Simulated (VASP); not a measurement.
# Mg (Fm-3m) in VASP: equation of state

Aim: energy against volume of Mg in PBE, for its equilibrium volume and stiffness.

Everything below comes from runs of VASP 6.6.1. Logs are shortened: lines on timing, memory, paths and dates and some standing lists are left out, and cuts for length are marked.

## 1. The structure

It takes space group Fm-3m (No. 225, cubic). The conventional cell has a = 4.489 Å, b = 4.489 Å, c = 4.489 Å, α = 90.00°, β = 90.00°, γ = 90.00°. Mg (site symmetry m-3m) has 12 Mg at 3.17 Å as nearest neighbours.

This isn't the form of Mg at room conditions, which is hcp.

## 2. Equation of state, PBE, 21.25 Å³/atom (volume scaled by 0.94)

Input file INCAR:

```
SYSTEM = Mg
  PREC = Accurate
  ENCUT = 520
  EDIFF = 1E-7
  ISMEAR = -1
  SIGMA = 0.05
  LREAL = .False.
  LASPH = .True.
  NELM = 80
  ALGO = Normal
  ISIF = 2
  LWAVE = .False.
  LCHARG = .False.
  GGA = PE
  NBANDS = 7
```

Input file KPOINTS:

```
Automatic mesh
0
Gamma
  10 10 10
  0 0 0
```

Input file POSCAR:

```
Mg
1.0
    0.0000000000      2.1984420020      2.1984420020
    2.1984420020      0.0000000000      2.1984420020
    2.1984420020      2.1984420020      0.0000000000
Mg
1
Direct
    0.0000000000      0.0000000000      0.0000000000
```

Potentials or basis: VASP PAW PBE potentials, release 64 (Mg).

On the command line:

```console
> cat potpaw_PBE.64/Mg/POTCAR > POTCAR
> mpirun -np 1 vasp_std > vasp.out
```

OUTCAR:

```text
SYSTEM = Mg
   PREC = Accurate
   ENCUT = 520
   EDIFF = 1E-7
   ISMEAR = -1
   LREAL = .False.
   LASPH = .True.
   NELM = 80
   ISIF = 2
   GGA = PE

 ion  position               nearest neighbor table
   1  0.000  0.000  0.000-

  LATTYP: Found a face centered cubic cell.
 ALAT       =     4.3968840040

  Lattice vectors:

 A1 = (   0.0000000000,   2.1984420020,   2.1984420020)
 A2 = (   2.1984420020,   0.0000000000,   2.1984420020)
 A3 = (   2.1984420020,   2.1984420020,   0.0000000000)

Analysis of symmetry for initial positions (statically):
=====================================================================
 Subroutine PRICEL returns:
 Original cell was already a primitive cell.

 Routine SETGRP: Setting up the symmetry group for a
 face centered cubic supercell.

 Subroutine GETGRP returns: Found 48 space group operations
 (whereof 48 operations were pure point group operations)
 out of a pool of 48 trial point group operations.

The static configuration has the point symmetry O_h .

Analysis of symmetry for dynamics (positions and initial velocities):
=====================================================================
 Subroutine PRICEL returns:
 Original cell was already a primitive cell.

 Routine SETGRP: Setting up the symmetry group for a
 face centered cubic supercell.

 Subroutine GETGRP returns: Found 48 space group operations
 (whereof 48 operations were pure point group operations)
 out of a pool of 48 trial point group operations.

The dynamic configuration has the point symmetry O_h .

 Subroutine INISYM returns: Found 48 space group operations
 (whereof 48 operations are pure point group operations),
 and found     1 'primitive' translations

----------------------------------------------------------------------------------------

                                     Primitive cell

  volume of cell :      21.2508

  direct lattice vectors                    reciprocal lattice vectors
     0.000000000  2.198442002  2.198442002    -0.227433792  0.227433792  0.227433792
     2.198442002  0.000000000  2.198442002     0.227433792 -0.227433792  0.227433792
     2.198442002  2.198442002  0.000000000     0.227433792  0.227433792 -0.227433792

  length of vectors
     3.109066495  3.109066495  3.109066495     0.393926882  0.393926882  0.393926882

  position of ions in fractional coordinates (direct lattice)
     0.000000000  0.000000000  0.000000000

  ion indices of the primitive-cell ions
   primitive index   ion index
                 1           1

----------------------------------------------------------------------------------------

 KPOINTS: Automatic mesh

Automatic generation of k-mesh.
 Grid dimensions read from file:
 generate k-points for:   10   10   10

 Generating k-lattice:

  Cartesian coordinates                     Fractional coordinates (reciprocal lattice)
    -0.022743379  0.022743379  0.022743379     0.100000000  0.000000000  0.000000000
     0.022743379 -0.022743379  0.022743379     0.000000000  0.100000000  0.000000000
     0.022743379  0.022743379 -0.022743379     0.000000000  0.000000000  0.100000000

  Length of vectors
     0.039392688  0.039392688  0.039392688

  Shift w.r.t. Gamma in fractional coordinates (k-lattice)
     0.000000000  0.000000000  0.000000000

 Subroutine IBZKPT returns following result:
 ===========================================

 Found     47 irreducible k-points:

 Following reciprocal coordinates:
            Coordinates               Weight
  0.000000  0.000000  0.000000      1.000000
  0.100000  0.000000  0.000000      8.000000
  0.200000  0.000000  0.000000      8.000000
  0.300000  0.000000  0.000000      8.000000
  0.400000  0.000000  0.000000      8.000000
  0.500000  0.000000  0.000000      4.000000
[... 39 lines left out ...]
 -0.300000  0.400000  0.200000     24.000000
 -0.300000  0.500000  0.200000     12.000000
   k-points           NKPTS =     47   k-points in BZ     NKDIM =     47   number of bands    NBANDS=      7
   number of dos      NEDOS =    301   number of ions     NIONS =      1
   total plane-waves  NPLWV =  13824
   dimension x,y,z NGX =    24 NGY =   24 NGZ =   24
   dimension x,y,z NGXF=    48 NGYF=   48 NGZF=   48
   ions per type =               1
   NGX,Y,Z   is equivalent  to a cutoff of  12.83, 12.83, 12.83 a.u.
   NGXF,Y,Z  is equivalent  to a cutoff of  25.67, 25.67, 25.67 a.u.
 SYSTEM =  Mg
   PREC   = accura    normal or accurate (medium, high low for compatibility)
   ISTART =      0    job   : 0-new  1-cont  2-samecut
   ICHARG =      2    charge: 1-file 2-atom 10-const
   ISPIN  =      1    spin polarized calculation?
   LNONCOLLINEAR =      F non collinear calculations
   LSORBIT =      F    spin-orbit coupling
   LASPH  =      T    aspherical Exc in radial PAW
   ENCUT  =  520.0 eV  38.22 Ry    6.18 a.u.   5.78  5.78  5.78*2*pi/ulx,y,z
   NELM   =     80;   NELMIN=  2; NELMDL= -5     # of ELM steps
   EDIFF  = 0.1E-06   stopping-criterion for ELM
   LREAL  =      F    real-space projection
   EDIFFG = 0.1E-05   stopping-criterion for IOM
   NSW    =      0    number of steps for IOM
   IBRION =     -1    ionic relax: 0-MD 1-quasi-New 2-CG
   NFREE  =      0    steps in history (QN), initial steepest desc. (CG)
   ISIF   =      2    stress and relaxation
   ISYM   =      2    0-nonsym 1-usesym 2-fastsym
   POTIM  = 0.5000    time-step for ionic-motion
   TEBEG  =    0.0;   TEEND  =   0.0 temperature during run
   PSTRESS=    0.0 pullay stress
   NELECT =       2.0000    total number of electrons
   NUPDOWN=      -1.0000    fix difference up-down
   EMIN   =  10.00;   EMAX   =-10.00  energy-range for DOS
   EFERMI =   0.00;   METHOD = LEGACY
   ISMEAR =    -1;   SIGMA  =   0.05  broadening in eV -4-tet -1-fermi 0-gaus
   EFERMI_NEDOS =   21; number of points for ismear=-14 and -15
   IALGO  =     38    algorithm
   IMIX   =      4    mixing-type and parameters
     AMIX     =   0.40;   BMIX     =  1.00
     AMIX_MAG =   1.60;   BMIX_MAG =  1.00
  volume/ion in A,a.u.               =      21.25       143.41
  Fermi-wavevector in a.u.,A,eV,Ry     =   0.744663  1.407209  7.544745  0.554523
  Thomas-Fermi vector in A             =   1.840068
   LORBIT       =      0    0 simple, 1 ext, 2 COOP (PROOUT), +10 PAW based schemes
   GGA     = PE    functional components
   LHFCALC =     F    Hartree Fock is set to
   AEXX    =    0.0000 exact exchange contribution
   IVDW    =     0    specifies the selected vdW correction
   LEPSILON=     F    determine dielectric tensor
   LRPA    =     F    only Hartree local field effects (RPA)
 non-spin polarized calculation
  energy-cutoff  :      520.00
  volume of cell :       21.25
 maximum number of plane-waves:       588
   NGX = 11   NGY = 11   NGZ = 11

 number of electron       2.0000000 magnetization

 Free energy of the ion-electron system (eV)
  ---------------------------------------------------
  ext. energy  EPLUGINS =         0.00000000
  ---------------------------------------------------
  free energy    TOTEN  =        -1.47879540 eV

  energy without entropy =       -1.47483277  energy(sigma->0) =       -1.47681409

 E-fermi :   3.1120     XC(G=0):  -8.7339

 val. band max:        3.0700721001   @ k =  -0.4000   0.5000   0.1000
 cond. band min:       3.1858370481   @ k =  -0.3000   0.4000   0.1000
 fundamental gap:      0.1157649480
 Fermi energy:         3.1119836505

 k-point     1 :       0.0000    0.0000    0.0000
  band No.  band energies     occupation
      1      -4.2225      2.00000
      2      15.8849      0.00000
      3      15.8849      0.00000
      4      15.8849      0.00000
      5      18.2381      0.00000
      6      18.2381      0.00000
      7      18.2892      0.00000

 k-point     2 :       0.1000    0.0000    0.0000
  band No.  band energies     occupation
      1      -3.9885      2.00000
      2      13.2048      0.00000
      3      15.4920      0.00000
      4      15.4920      0.00000
      5      17.9549      0.00000
      6      19.0172      0.00000
      7      19.0172      0.00000

 k-point     3 :       0.2000    0.0000    0.0000
  band No.  band energies     occupation
      1      -3.2900      2.00000
      2       9.8199      0.00000
      3      14.9499      0.00000
      4      14.9499      0.00000
      5      17.4151      0.00000
      6      19.0532      0.00000
      7      19.0532      0.00000

 k-point     4 :       0.3000    0.0000    0.0000
  band No.  band energies     occupation
      1      -2.1380      2.00000
      2       6.6911      0.00000
      3      14.6515      0.00000
      4      14.6515      0.00000
      5      17.0706      0.00000
      6      17.5087      0.00000
      7      17.5087      0.00000

 k-point     5 :       0.4000    0.0000    0.0000
  band No.  band energies     occupation
      1      -0.5524      2.00000
      2       3.9100      0.00000
      3      14.6355      0.00000
      4      14.6355      0.00000
      5      16.3923      0.00000
      6      16.3923      0.00000
      7      17.0241      0.00000
[... 321 lines left out ...]
 k-point    38 :      -0.4000    0.3000    0.1000
  band No.  band energies     occupation
      1       2.0586      2.00000
      2       3.6187      0.00008
      3       7.9716      0.00000
      4       9.8692      0.00000
      5      15.3655      0.00000
      6      19.3813      0.00000
      7      21.0555      0.00000

 k-point    39 :      -0.3000    0.3000    0.1000
  band No.  band energies     occupation
      1       1.4332      2.00000
      2       4.3340      0.00000
      3       7.5003      0.00000
      4      10.5267      0.00000
      5      16.1891      0.00000
      6      18.6575      0.00000
      7      21.6997      0.00000

 k-point    40 :      -0.2000    0.3000    0.1000
  band No.  band energies     occupation
      1      -0.2530      2.00000
      2       6.4135      0.00000
      3       7.8692      0.00000
      4      11.6623      0.00000
      5      17.3633      0.00000
      6      17.7450      0.00000
      7      19.6666      0.00000

 [... further k-points ...]

------------------------ aborting loop because EDIFF is reached ----------------------------------------

  FORCE on cell =-STRESS in cart. coord.  units (eV):
  Direction    XX          YY          ZZ          XY          YZ          ZX
  --------------------------------------------------------------------------------------
  -------------------------------------------------------------------------------------
  Total        0.4500948      0.4500948      0.4500948      0.0000000      0.0000000      0.0000000
  in kB       33.9343517     33.9343517     33.9343517      0.0000000      0.0000000      0.0000000
  external PRESSURE =      33.9343517 kB  Pullay stress =       0.0000000 kB

 VOLUME and BASIS-vectors are now :
 -----------------------------------------------------------------------------
  energy-cutoff  :      520.00
  volume of cell :       21.25
      direct lattice vectors                 reciprocal lattice vectors
     0.000000000  2.198442002  2.198442002    -0.227433792  0.227433792  0.227433792
     2.198442002  0.000000000  2.198442002     0.227433792 -0.227433792  0.227433792
     2.198442002  2.198442002  0.000000000     0.227433792  0.227433792 -0.227433792

 POSITION                                       TOTAL-FORCE (eV/Angst)
 -----------------------------------------------------------------------------------
      0.00000      0.00000      0.00000         0.000000      0.000000      0.000000
 -----------------------------------------------------------------------------------
    total drift:                               -0.000000      0.000000      0.000000

  FREE ENERGIE OF THE ION-ELECTRON SYSTEM (eV)
  ---------------------------------------------------
  free  energy   TOTEN  =        -1.4787954029 eV

  energy  without entropy=       -1.4748327685  energy(sigma->0) =       -1.47681409
```

It took 10 s on 1 thread of AMD EPYC 7R43 (Zen 3), shared host; peak memory 0.09 GiB.

Results:

* Free energy: -1.4788 eV
* Pressure: 3.4 GPa
* Band gap on the k mesh: none (metal or under the smearing width)

## 3. Equation of state, PBE, 21.70 Å³/atom (volume scaled by 0.96)

Input file INCAR:

```
PREC = Accurate
ENCUT = 520
EDIFF = 1E-7
ISMEAR = -1
SIGMA = 0.05
LREAL = False
LASPH = True
NELM = 100
ALGO = Normal
ISIF = 2
LWAVE = False
LCHARG = False
GGA = PE
NBANDS = 7
```

Input file KPOINTS:

```
Automatic mesh
0
Gamma
  10 10 10
```

Input file POSCAR:

```
Mg
1.0
    0.0000000000      2.2139244980      2.2139244980
    2.2139244980      0.0000000000      2.2139244980
    2.2139244980      2.2139244980      0.0000000000
Mg
1
Direct
    0.0000000000      0.0000000000      0.0000000000
```

Potentials or basis: VASP PAW PBE potentials, release 64 (Mg).

On the command line:

```console
> cat potpaw_PBE.64/Mg/POTCAR > POTCAR
> mpirun -np 1 vasp_std > vasp.out
```

Run time: 12 s. Hardware: 1 thread of AMD EPYC 7R43 (Zen 3), shared host; peak memory 0.1 GiB.

It converged, with:

- Free energy: -1.4870 eV
- Pressure: 2.4 GPa
- Band gap on the k mesh: none (metal or under the smearing width)

## 4. Equation of state, PBE, 22.16 Å³/atom (volume scaled by 0.98)

Input file INCAR:

```
SYSTEM = Mg
ALGO     = Normal         ! electronic algorithm
EDIFF    = 1E-7           ! SCF threshold, eV
ENCUT    = 520            ! plane-wave cutoff, eV
GGA      = PE             ! functional
ISIF     = 2              ! what is computed and relaxed
ISMEAR   = -1             ! smearing method
LASPH    = .TRUE.         ! aspherical terms in the spheres
LCHARG   = .FALSE.        ! write CHGCAR
LREAL    = .FALSE.        ! projectors in reciprocal space
LWAVE    = .FALSE.        ! write WAVECAR
NBANDS   = 7              ! bands
NELM     = 80             ! most SCF steps
PREC     = Accurate       ! precision mode
SIGMA    = 0.05           ! smearing width, eV
```

Input file KPOINTS:

```
k-points
0
G
  10 10 10
  0 0 0
```

Input file POSCAR:

```
Mg
1.0
    0.0000000000      2.2291934254      2.2291934254
    2.2291934254      0.0000000000      2.2291934254
    2.2291934254      2.2291934254      0.0000000000
Mg
1
Direct
    0.0000000000      0.0000000000      0.0000000000
```

On the command line:

```console
> cat potpaw_PBE.64/Mg/POTCAR > POTCAR
> mpirun -np 1 vasp_std > vasp.out
```

It took 8.1 s on 1 thread of AMD EPYC 7R43 (Zen 3), shared host; peak memory 0.1 GiB.

It converged, with:

- Free energy: -1.4924 eV
- Pressure: 1.5 GPa
- Band gap on the k mesh: none (metal or under the smearing width)

## 5. Equation of state, PBE, 23.06 Å³/atom (volume scaled by 1.02)

Input file INCAR:

```
SYSTEM = Mg
PREC     = Accurate       ! precision mode
ENCUT    = 520            ! plane-wave cutoff, eV
EDIFF    = 1E-7           ! SCF threshold, eV
ISMEAR   = -1             ! smearing method
SIGMA    = 0.05           ! smearing width, eV
LREAL    = .False.        ! projectors in reciprocal space
LASPH    = .True.         ! aspherical terms in the spheres
NELM     = 80             ! most SCF steps
ALGO     = Normal         ! electronic algorithm
ISIF     = 2              ! what is computed and relaxed
LWAVE    = .False.        ! write WAVECAR
LCHARG   = .False.        ! write CHGCAR
GGA      = PE             ! functional
NBANDS   = 7              ! bands
```

Input file KPOINTS:

```
regular mesh
0
Gamma
  10 10 10
  0 0 0
```

Input file POSCAR:

```
Mg
1.0
    0.0000000000      2.2591190557      2.2591190557
    2.2591190557      0.0000000000      2.2591190557
    2.2591190557      2.2591190557      0.0000000000
Mg
1
Direct
    0.0000000000      0.0000000000      0.0000000000
```

On the command line:

```console
> cat potpaw_PBE.64/Mg/POTCAR > POTCAR
> mpirun -np 1 vasp_std > vasp.out
```

Run time: 11 s. Hardware: 1 thread of AMD EPYC 7R43 (Zen 3), shared host; peak memory 0.1 GiB.

It converged, with:

```
Free energy            : -1.4964 eV
Pressure               : -0.1 GPa
Band gap on the k mesh : none (metal or under the smearing width)
```

## 6. Equation of state, PBE, 23.51 Å³/atom (volume scaled by 1.04)

Input file INCAR:

```
PREC = Accurate ; ENCUT = 520
EDIFF = 1E-7 ; ISMEAR = -1
SIGMA = 0.05 ; LREAL = F
LASPH = T ; NELM = 60
ALGO = Normal ; ISIF = 2
LWAVE = F ; LCHARG = F
GGA = PE ; NBANDS = 7
```

Input file KPOINTS:

```
regular mesh
0
Gamma
  10 10 10
```

Input file POSCAR:

```
Mg
1.0
    0.0000000000      2.2737890710      2.2737890710
    2.2737890710      0.0000000000      2.2737890710
    2.2737890710      2.2737890710      0.0000000000
Mg
1
Direct
    0.0000000000      0.0000000000      0.0000000000
```

Potentials or basis: VASP PAW PBE potentials, release 64 (Mg).

On the command line:

```console
> cat potpaw_PBE.64/Mg/POTCAR > POTCAR
> mpirun -np 1 vasp_std > vasp.out
```

Run time: 14 s. Hardware: 1 thread of AMD EPYC 7R43 (Zen 3), shared host; peak memory 0.1 GiB.

The run converged. Its results:

```
Free energy            : -1.4953 eV
Pressure               : -0.7 GPa
Band gap on the k mesh : none (metal or under the smearing width)
```

## 7. Equation of state, PBE, 23.96 Å³/atom (volume scaled by 1.06)

Input file INCAR:

```
SYSTEM = Mg
  ALGO = Normal
  EDIFF = 1E-7
  ENCUT = 520
  GGA = PE
  ISIF = 2
  ISMEAR = -1
  LASPH = .True.
  LCHARG = .False.
  LREAL = .False.
  LWAVE = .False.
  NBANDS = 7
  NELM = 60
  PREC = Accurate
  SIGMA = 0.05
```

Input file KPOINTS:

```
k-points
0
Gamma
  10 10 10
  0 0 0
```

Input file POSCAR:

```
Mg
1.0
    0.0000000000      2.2882721944      2.2882721944
    2.2882721944      0.0000000000      2.2882721944
    2.2882721944      2.2882721944      0.0000000000
Mg
1
Direct
    0.0000000000      0.0000000000      0.0000000000
```

On the command line:

```console
> cat potpaw_PBE.64/Mg/POTCAR > POTCAR
> mpirun -np 1 vasp_std > vasp.out
```

Run time: 11 s. Hardware: 1 thread of AMD EPYC 7R43 (Zen 3), shared host; peak memory 0.1 GiB.

Results (log left out):

```yaml
Free_energy: -1.4923 eV
Pressure: -1.3 GPa
Band_gap_on_the_k_mesh: none (metal or under the smearing width)
```

## 8. Equation of state, PBE

No new run: the results of the series are fitted here.

Results:

* Equilibrium volume: 23.02 Å³/atom
* Bulk modulus: 36 GPa
* Pressure derivative of the bulk modulus: 4.0

Energy against volume, from the lowest point:
| volume (Å³/atom) | energy (meV/atom) |
| --- | --- |
| 21.251 | 17.58 |
| 21.703 | 9.43 |
| 22.155 | 3.94 |
| 22.607 | 0.87 |
| 23.059 | 0.00 |
| 23.512 | 1.11 |
| 23.964 | 4.03 |
